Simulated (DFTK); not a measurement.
The system is SrO.

```
CELL_PARAMETERS angstrom
0.00000 2.56630 2.56630
2.56630 0.00000 2.56630
2.56630 2.56630 0.00000
ATOMIC_POSITIONS crystal
Sr 0.50000 0.50000 0.50000
O 0.00000 0.00000 0.00000
```

Base run:

| Property | Result |
| --- | --- |
| Program | DFTK 0.8.2 |
| Functional | r2SCAN |
| Potentials or basis | SG15 1.2 (PBE) |
| Cutoff | 1225 eV |
| k mesh | 7 × 7 × 7 |
| Occupations | fermi-dirac, width 0.05 eV |
| Spin | no spin polarisation |

Its results: band gap on the k mesh 3.92 eV, indirect (least direct gap 4.01 eV).

The run is repeated on the same cell with these changes: functional from r2SCAN to PBEsol; cutoff from 1225 eV to 952 eV; k mesh from 7 × 7 × 7 to 9 × 9 × 9. What comes out?

Band gap on the k mesh 3.25 eV, indirect (least direct gap 3.33 eV).

Several settings changed at once, so the effect can't be laid on one alone.

Caveats: the mesh misses the band edges, which the band path finds closer together (some runs).

Not every run made on this cell is shown here.
